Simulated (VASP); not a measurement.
# Hg in VASP: further runs, part 2 of 3

VASP 6.6.1. The steps go on from the part before.

## (3) Work function, PBE

Input file INCAR:

```
PREC = Accurate
ENCUT = 520
EDIFF = 1E-7
ISMEAR = -1
SIGMA = 0.05
LREAL = False
LASPH = True
NELM = 100
ALGO = Fast
ISIF = 2
LWAVE = False
LCHARG = True
LDIPOL = True
IDIPOL = 3
DIPOL = 0.5 0.5 0.500
GGA = PE
LELF = True
LVHAR = True
LVACPOTAV = True
```

Input file KPOINTS:

```
Automatic mesh
0
Gamma
  7 7 1
```

Input file POSCAR:

```
Hg
1.0
    3.6057960290      0.0000000000      0.0000000000
    1.7995193020      3.1246592269      0.0000000000
    0.0000000000      0.0000000000     23.4440744872
Hg
4
Direct
    0.3343437984      0.3343437984      0.3199102615
    0.6692523297      0.6692523297      0.4410345604
    0.3337790654      0.3337790654      0.5589654396
    0.6686875968      0.6686875968      0.6800897385
```

Potentials or basis: VASP PAW PBE potentials, release 64 (Hg).

Run with:

```console
$ cat potpaw_PBE.64/Hg/POTCAR > POTCAR
$ mpirun -np 1 vasp_std > vasp.out
```

OUTCAR:

```text
PREC = Accurate
   ENCUT = 520
   EDIFF = 1E-7
   ISMEAR = -1
   LREAL = False
   LASPH = True
   NELM = 100
   ISIF = 2
   GGA = PE

 ion  position               nearest neighbor table
   1  0.334  0.334  0.320-   2 3.52   2 3.52   2 3.53
   2  0.669  0.669  0.441-   3 3.46   3 3.46   3 3.47   1 3.52   1 3.52   1 3.53
   3  0.334  0.334  0.559-   2 3.46   2 3.46   2 3.47   4 3.52   4 3.52   4 3.53
   4  0.669  0.669  0.680-   3 3.52   3 3.52   3 3.53

  LATTYP: Found a base centered orthorhombic cell.
 ALAT       =     3.6091731600
 B/A-ratio  =     1.7298895459
 C/A-ratio  =     6.4956912423

  Lattice vectors:

 A1 = (  -1.7995193020,  -3.1246592269,   0.0000000000)
 A2 = (   3.6057960290,   0.0000000000,   0.0000000000)
 A3 = (   0.0000000000,   0.0000000000,  23.4440744872)

Analysis of symmetry for initial positions (statically):
=====================================================================
 Subroutine PRICEL returns:
 Original cell was already a primitive cell.

 Routine SETGRP: Setting up the symmetry group for a
 base centered orthorhombic supercell.

 Subroutine GETGRP returns: Found  4 space group operations
 (whereof  2 operations were pure point group operations)
 out of a pool of  8 trial point group operations.

The static configuration has the point symmetry C_1h.
 The point group associated with its full space group is C_2h.

Analysis of symmetry for dynamics (positions and initial velocities):
=====================================================================
 Subroutine PRICEL returns:
 Original cell was already a primitive cell.

 Routine SETGRP: Setting up the symmetry group for a
 base centered orthorhombic supercell.

 Subroutine GETGRP returns: Found  4 space group operations
 (whereof  2 operations were pure point group operations)
 out of a pool of  8 trial point group operations.

The dynamic configuration has the point symmetry C_1h.
 The point group associated with its full space group is C_2h.

 Subroutine INISYM returns: Found  4 space group operations
 (whereof  2 operations are pure point group operations),
 and found     1 'primitive' translations

[... 116 lines left out ...]
   AEXX    =    0.0000 exact exchange contribution
   IVDW    =     0    specifies the selected vdW correction
   LEPSILON=     F    determine dielectric tensor
   LRPA    =     F    only Hartree local field effects (RPA)
 non-spin polarized calculation
 RMM-DIIS sequential band-by-band and
  energy-cutoff  :      520.00
  volume of cell :      264.14
 maximum number of plane-waves:      7135
   NGX = 13   NGY = 13   NGZ = 87

 dipolmoment           0.000000      0.000000     -0.000000 electrons x Angstroem

 number of electron      48.0000003 magnetization

 dipolmoment           0.000000      0.000000      0.000000 electrons x Angstroem

 Free energy of the ion-electron system (eV)
  ---------------------------------------------------
  ext. energy  EPLUGINS =         0.00000000
  ---------------------------------------------------
  free energy    TOTEN  =        -0.66178188 eV

  energy without entropy =       -0.66178167  energy(sigma->0) =       -0.66178178

 E-fermi :  -2.1418     XC(G=0):  -4.9559

 val. band max:       -2.8785573640   @ k =  -0.4286   0.2857   0.0000
 cond. band min:      -1.5111004416   @ k =   0.0000   0.0000   0.0000
 fundamental gap:      1.3674569224
 Fermi energy:        -2.1417544854

 k-point     1 :       0.0000    0.0000    0.0000
  band No.  band energies     occupation
      1      -8.5707      2.00000
      2      -8.4811      2.00000
      3      -8.2880      2.00000
      4      -8.1769      2.00000
      5      -8.0933      2.00000
      6      -8.0898      2.00000
[... 485 lines left out ...]
     27      -0.2890      0.00000
     28       0.7266      0.00000

------------------------ aborting loop because EDIFF is reached ----------------------------------------

  FORCE on cell =-STRESS in cart. coord.  units (eV):
  Direction    XX          YY          ZZ          XY          YZ          ZX
  --------------------------------------------------------------------------------------
  -------------------------------------------------------------------------------------
  Total       -0.0651716     -0.0651782     -0.0490340      0.0000057      0.0000063      0.0000109
  in kB       -0.3953050     -0.3953449     -0.2974208      0.0000346      0.0000383      0.0000662
  external PRESSURE =      -0.3626902 kB  Pullay stress =       0.0000000 kB

 VOLUME and BASIS-vectors are now :
 -----------------------------------------------------------------------------
  energy-cutoff  :      520.00
  volume of cell :      264.14
      direct lattice vectors                 reciprocal lattice vectors
     3.605796029  0.000000000  0.000000000     0.277331272 -0.159717570  0.000000000
     1.799519302  3.124659227  0.000000000     0.000000000  0.320034899  0.000000000
     0.000000000  0.000000000 23.444074487     0.000000000  0.000000000  0.042654702

 POSITION                                       TOTAL-FORCE (eV/Angst)
 -----------------------------------------------------------------------------------
      1.80723      1.04471      7.50000         0.000466      0.000270     -0.002390
      3.61752      2.09119     10.33965        -0.001508     -0.000872      0.004480
      1.80418      1.04295     13.10443         0.001508      0.000872     -0.004480
      3.61447      2.08942     15.94407        -0.000466     -0.000270      0.002390
 -----------------------------------------------------------------------------------
    total drift:                               -0.000000     -0.000000      0.000002

  FREE ENERGIE OF THE ION-ELECTRON SYSTEM (eV)
  ---------------------------------------------------
  free  energy   TOTEN  =        -0.6617818824 eV

  energy  without entropy=       -0.6617816737  energy(sigma->0) =       -0.66178178

 vacuum level on the upper side and lower side of the slab         2.417         2.417
```

stdout:

```text
POSCAR found type information on POSCAR Hg
 POSCAR found :  1 types and       4 ions
 scaLAPACK will be used
 LDA part: xc-table for (Slater+PW92), standard interpolation
 POSCAR, INCAR and KPOINTS ok, starting setup
 FFT: planning ... GRIDC
 FFT: planning ... GRID_SOFT
 FFT: planning ... GRID
 WAVECAR not read
 entering main loop
 -----------------------------------------------------------------------------
|                                                                             |
|           W    W    AA    RRRRR   N    N  II  N    N   GGGG   !!!           |
|           W    W   A  A   R    R  NN   N  II  NN   N  G    G  !!!           |
|           W    W  A    A  R    R  N N  N  II  N N  N  G       !!!           |
|           W WW W  AAAAAA  RRRRR   N  N N  II  N  N N  G  GGG   !            |
|           WW  WW  A    A  R   R   N   NN  II  N   NN  G    G                |
|           W    W  A    A  R    R  N    N  II  N    N   GGGG   !!!           |
|                                                                             |
|     Did not find any points to average over, which means that no vacuum     |
|     field-free region was found. Please increase the size of  your cell     |
|     in the dimension of the dipole correction to obtain accurate            |
|     workfunction values.                                                    |
|                                                                             |
 -----------------------------------------------------------------------------
```

Wall time 90 s (1 thread of Intel Xeon Platinum 8488C (Sapphire Rapids), shared host); peak memory 0.4 GiB.

What came out:

```
Free energy                            : -0.6618 eV
Largest force                          : 0.005 eV/Å
Band gap on the k mesh                 : 1.37 eV, indirect (least direct gap 1.90 eV)
Ionisation potential of the upper face : 5.30 eV
```

Forces in eV/Å, atoms in the order of the input:
```
Hg   0.000  0.000 -0.002
Hg  -0.002 -0.001  0.004
Hg   0.002  0.001 -0.004
Hg   0.000  0.000  0.002
```

Caveat: spin-orbit coupling is left out, which moves the levels of the heavy elements.

## (4) Work function, PBEsol

INCAR, as its differences from that of step 3:

```diff
@@ -15,3 +15,3 @@
 DIPOL = 0.5 0.5 0.500
-GGA = PE
+GGA = PS
 LELF = True
```

KPOINTS is that of step 3.

POSCAR is that of step 3.

Potentials or basis: VASP PAW PBE potentials, release 64 (Hg).

Run with:

```console
$ cat potpaw_PBE.64/Hg/POTCAR > POTCAR
$ mpirun -np 1 vasp_std > vasp.out
```

OUTCAR:

```text
PREC = Accurate
   ENCUT = 520
   EDIFF = 1E-7
   ISMEAR = -1
   LREAL = False
   LASPH = True
   NELM = 100
   ISIF = 2
   GGA = PS

 ion  position               nearest neighbor table
   1  0.334  0.334  0.320-   2 3.52   2 3.52   2 3.53
   2  0.669  0.669  0.441-   3 3.46   3 3.46   3 3.47   1 3.52   1 3.52   1 3.53
   3  0.334  0.334  0.559-   2 3.46   2 3.46   2 3.47   4 3.52   4 3.52   4 3.53
   4  0.669  0.669  0.680-   3 3.52   3 3.52   3 3.53

  LATTYP: Found a base centered orthorhombic cell.
 ALAT       =     3.6091731600
 B/A-ratio  =     1.7298895459
 C/A-ratio  =     6.4956912423

  Lattice vectors:

 A1 = (  -1.7995193020,  -3.1246592269,   0.0000000000)
 A2 = (   3.6057960290,   0.0000000000,   0.0000000000)
 A3 = (   0.0000000000,   0.0000000000,  23.4440744872)

Analysis of symmetry for initial positions (statically):
=====================================================================
 Subroutine PRICEL returns:
 Original cell was already a primitive cell.

 Routine SETGRP: Setting up the symmetry group for a
 base centered orthorhombic supercell.

 Subroutine GETGRP returns: Found  4 space group operations
 (whereof  2 operations were pure point group operations)
 out of a pool of  8 trial point group operations.

The static configuration has the point symmetry C_1h.
 The point group associated with its full space group is C_2h.

Analysis of symmetry for dynamics (positions and initial velocities):
=====================================================================
 Subroutine PRICEL returns:
 Original cell was already a primitive cell.

 Routine SETGRP: Setting up the symmetry group for a
 base centered orthorhombic supercell.

 Subroutine GETGRP returns: Found  4 space group operations
 (whereof  2 operations were pure point group operations)
 out of a pool of  8 trial point group operations.

The dynamic configuration has the point symmetry C_1h.
 The point group associated with its full space group is C_2h.

 Subroutine INISYM returns: Found  4 space group operations
 (whereof  2 operations are pure point group operations),
 and found     1 'primitive' translations

[... 116 lines left out ...]
   AEXX    =    0.0000 exact exchange contribution
   IVDW    =     0    specifies the selected vdW correction
   LEPSILON=     F    determine dielectric tensor
   LRPA    =     F    only Hartree local field effects (RPA)
 non-spin polarized calculation
 RMM-DIIS sequential band-by-band and
  energy-cutoff  :      520.00
  volume of cell :      264.14
 maximum number of plane-waves:      7135
   NGX = 13   NGY = 13   NGZ = 87

 dipolmoment           0.000000      0.000000     -0.000000 electrons x Angstroem

 number of electron      48.0000003 magnetization

 dipolmoment           0.000000      0.000000      0.000000 electrons x Angstroem

 Free energy of the ion-electron system (eV)
  ---------------------------------------------------
  ext. energy  EPLUGINS =         0.00000000
  ---------------------------------------------------
  free energy    TOTEN  =        -1.56586002 eV

  energy without entropy =       -1.56585975  energy(sigma->0) =       -1.56585989

 E-fermi :  -2.2917     XC(G=0):  -5.0224

 val. band max:       -3.0147378875   @ k =  -0.4286   0.2857   0.0000
 cond. band min:      -1.6736463695   @ k =   0.0000   0.0000   0.0000
 fundamental gap:      1.3410915179
 Fermi energy:        -2.2916744249

 k-point     1 :       0.0000    0.0000    0.0000
  band No.  band energies     occupation
      1      -8.7412      2.00000
      2      -8.5767      2.00000
      3      -8.3941      2.00000
      4      -8.2996      2.00000
      5      -8.1719      2.00000
      6      -8.1684      2.00000
[... 485 lines left out ...]
     27      -0.4678      0.00000
     28       0.5565      0.00000

------------------------ aborting loop because EDIFF is reached ----------------------------------------

  FORCE on cell =-STRESS in cart. coord.  units (eV):
  Direction    XX          YY          ZZ          XY          YZ          ZX
  --------------------------------------------------------------------------------------
  -------------------------------------------------------------------------------------
  Total       -2.0397577     -2.0404904     -1.6958131      0.0006361      0.0000466      0.0000807
  in kB      -12.3723517    -12.3767959    -10.2861219      0.0038584      0.0002829      0.0004892
  external PRESSURE =     -11.6784232 kB  Pullay stress =       0.0000000 kB

 VOLUME and BASIS-vectors are now :
 -----------------------------------------------------------------------------
  energy-cutoff  :      520.00
  volume of cell :      264.14
      direct lattice vectors                 reciprocal lattice vectors
     3.605796029  0.000000000  0.000000000     0.277331272 -0.159717570  0.000000000
     1.799519302  3.124659227  0.000000000     0.000000000  0.320034899  0.000000000
     0.000000000  0.000000000 23.444074487     0.000000000  0.000000000  0.042654702

 POSITION                                       TOTAL-FORCE (eV/Angst)
 -----------------------------------------------------------------------------------
      1.80723      1.04471      7.50000         0.000315      0.000182      0.186050
      3.61752      2.09119     10.33965        -0.001076     -0.000622      0.024712
      1.80418      1.04295     13.10443         0.001076      0.000622     -0.024712
      3.61447      2.08942     15.94407        -0.000315     -0.000182     -0.186050
 -----------------------------------------------------------------------------------
    total drift:                               -0.000000     -0.000000      0.000002

  FREE ENERGIE OF THE ION-ELECTRON SYSTEM (eV)
  ---------------------------------------------------
  free  energy   TOTEN  =        -1.5658600220 eV

  energy  without entropy=       -1.5658597542  energy(sigma->0) =       -1.56585989

 vacuum level on the upper side and lower side of the slab         2.373         2.373
```

OSZICAR:

```text
N       E                     dE             d eps       ncg     rms          rms(c)
DAV:   1     0.359782947291E+03    0.35978E+03   -0.20606E+04   896   0.142E+03
DAV:   2     0.208443712317E+02   -0.33894E+03   -0.31819E+03  1016   0.341E+02
DAV:   3    -0.127416897688E+01   -0.22119E+02   -0.21596E+02  1000   0.838E+01
DAV:   4    -0.161531032878E+01   -0.34114E+00   -0.34083E+00   960   0.978E+00
[... 12 lines left out ...]
RMM:  17    -0.156585827229E+01   -0.58494E-06   -0.77791E-08   591   0.155E-03    0.550E-04
RMM:  18    -0.156585913258E+01   -0.86029E-06   -0.28789E-08   569   0.130E-03    0.357E-04
RMM:  19    -0.156585974206E+01   -0.60948E-06   -0.50724E-09   213   0.330E-04    0.146E-04
RMM:  20    -0.156585993465E+01   -0.19258E-06   -0.33157E-09   249   0.474E-04    0.156E-04
RMM:  21    -0.156586002203E+01   -0.87388E-07   -0.21290E-09   163   0.325E-04
   1 F= -.15658600E+01 E0= -.15658599E+01  d E =-.267842E-06
```

stdout:

```text
POSCAR found type information on POSCAR Hg
 POSCAR found :  1 types and       4 ions
 scaLAPACK will be used
 -----------------------------------------------------------------------------
|                                                                             |
[... 23 lines left out ...]
|     field-free region was found. Please increase the size of  your cell     |
|     in the dimension of the dipole correction to obtain accurate            |
|     workfunction values.                                                    |
|                                                                             |
 -----------------------------------------------------------------------------
```

Wall time 1.9 min (1 thread of Intel Xeon Platinum 8488C (Sapphire Rapids), shared host); peak memory 0.39 GiB.

What came out:

| Quantity | Value |
| --- | --- |
| Free energy | -1.5659 eV |
| Largest force | 0.186 eV/Å |
| Band gap on the k mesh | 1.34 eV, indirect (least direct gap 1.85 eV) |
| Ionisation potential of the upper face | 5.39 eV |

Forces on the atoms (eV/Å):
```
Hg   0.000  0.000  0.186
Hg  -0.001 -0.001  0.025
Hg   0.001  0.001 -0.025
Hg   0.000  0.000 -0.186
```

Caveat: the PAW data sets were made with another functional, which shifts forces and pressure a little; spin-orbit coupling is left out, which moves the levels of the heavy elements.

(Part 2 of 3 ends here.)
